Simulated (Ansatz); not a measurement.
## Deforming SnTe

```
CELL_PARAMETERS angstrom
0.00000 3.15650 3.15650
3.15650 0.00000 3.15650
3.15650 3.15650 0.00000
ATOMIC_POSITIONS crystal
Sn 0.00000 0.00000 0.00000
Te 0.50000 0.50000 0.50000
```

Atom numbers follow the list: Sn1, Te2.

The cell is COD entry 9008726, as deposited and not checked against the literature; nothing was relaxed.

No spin–orbit coupling, which matters for the heavy atoms here.

Level of theory: DFT, PBE, all-electron PAW with datasets made for the crystal, scalar-relativistic in Ansatz 0.2.0.

Sampling and basis: a Γ-centred 11×11×11 k mesh, Fermi–Dirac smearing of 0.08 eV, cutoff 240 eV (chosen by the program for this cell), no spin polarisation.

The unchanged cell is at 2.03 GPa.

x, y and z are the Cartesian axes of the cell as listed; fractional coordinates follow a strain, and an engineering shear is twice the off-diagonal strain component.

Vzz stands for the principal value of largest size of the field-gradient tensor, whatever its axis.

Spin–orbit coupling is left out, which moves gradients at and beside heavy atoms by some per cent and at worst by a factor of two.

Task: With this change (equal xy, yz and zx engineering shear strains of -3 %), what becomes of the energy and stress and field gradients?

Result: Energy change +4 meV/atom; stress change (xx, yy, zz, yz, xz, xy) 0.00, 0.00, 0.00, 0.44, 0.44, 0.44 GPa, compression positive; Vzz in 10²¹ V/m²: Sn1 0 → -0.18 (η = 0.00), Te2 0 → -3.62 (η = 0.00).

Task: With this change (equal xy, yz and zx engineering shear strains of -1 %), what becomes of the energy and stress and field gradients?

Result: Energy change under 1 meV/atom; stress change (xx, yy, zz, yz, xz, xy) 0.00, 0.00, 0.00, 0.16, 0.16, 0.16 GPa, compression positive; Vzz in 10²¹ V/m²: Sn1 0 → -0.06 (η = 0.00), Te2 0 → -1.18 (η = 0.00).

With equal xy, yz and zx engineering shear strains of +2 %: energy change +2 meV/atom; stress change (xx, yy, zz, yz, xz, xy) 0.00, 0.00, 0.00, -0.31, -0.31, -0.31 GPa, compression positive; Vzz in 10²¹ V/m²: Sn1 0 → 0.15 (η = 0.00), Te2 0 → 2.35 (η = 0.00).

With equal xy, yz and zx engineering shear strains of -2 %: energy change +2 meV/atom; stress change (xx, yy, zz, yz, xz, xy) 0.00, 0.00, 0.00, 0.30, 0.30, 0.30 GPa, compression positive; Vzz in 10²¹ V/m²: Sn1 0 → -0.12 (η = 0.00), Te2 0 → -2.38 (η = 0.00).

Task: With this change (equal xy, yz and zx engineering shear strains of +1 %), what becomes of the energy and stress and field gradients?

Result: Energy change under 1 meV/atom; stress change (xx, yy, zz, yz, xz, xy) 0.00, 0.00, 0.00, -0.16, -0.16, -0.16 GPa, compression positive; Vzz in 10²¹ V/m²: Sn1 0 → 0.07 (η = 0.00), Te2 0 → 1.17 (η = 0.00).

With equal xy, yz and zx engineering shear strains of +3 %: energy change +4 meV/atom; stress change (xx, yy, zz, yz, xz, xy) -0.01, -0.01, -0.01, -0.47, -0.47, -0.47 GPa, compression positive; Vzz in 10²¹ V/m²: Sn1 0 → 0.22 (η = 0.00), Te2 0 → 3.57 (η = 0.00).
